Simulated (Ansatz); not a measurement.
MgTe, DFT, PBEsol, PAW with Ansatz's default frozen-core files, scalar-relativistic (Ansatz 0.2.0), run on 1 thread of Arm Neoverse V2 on a shared host.

The cell is COD entry 1538744, as deposited and not checked against the literature; nothing was relaxed. The listed cell was then made from it by scaling, straining or moving an atom.

Command: `ansatz run input.yaml --threads 1 --pin off --max-ram 6144MiB --backend cpu --events-out ev --progress --plain --runs-dir out`

```yaml
crystal:
  lattice:
    - [4.5400020208, 0.0, 0.0]
    - [-2.2700010104, 3.9317570832, 0.0]
    - [0.0, 0.0, 7.46895]
  atoms:
    - { symbol: Mg, position: [0.3333333333, 0.6666666667, 0.0] }
    - { symbol: Mg, position: [0.6666666667, 0.3333333333, 0.5] }
    - { symbol: Te, position: [0.3333333333, 0.6666666667, 0.37] }
    - { symbol: Te, position: [0.6666666667, 0.3333333333, 0.87] }
kpoints:
  mp_grid: { grid: [9, 9, 5] }
scf:
  occupations: { method: fermi_dirac, width: 0.03 }
hamiltonian:
  xc: pbesol
  pseudopotentials: { kind: paw }
output:
  forces: true
  stress: true
  eigenvalues: true
  efg: { contact_densities: true }
```

(1) How large is the problem that the program sets up?

(2) About how long does it take, and how much memory does it use?

(3) And the same cell and mesh by crystal-made all-electron datasets, asked for forces, stress, eigenvalues, efg, on the same hardware?

Answers

(1) 36 irreducible k-points, 2599 plane waves at Γ, 32 bands.

(2) 13 s of wall time for 7 SCF iterations, with a peak of 0.41 GiB. Times on shared machines scatter by tens of per cent.

(3) 37 s, peak memory 0.74 GiB.
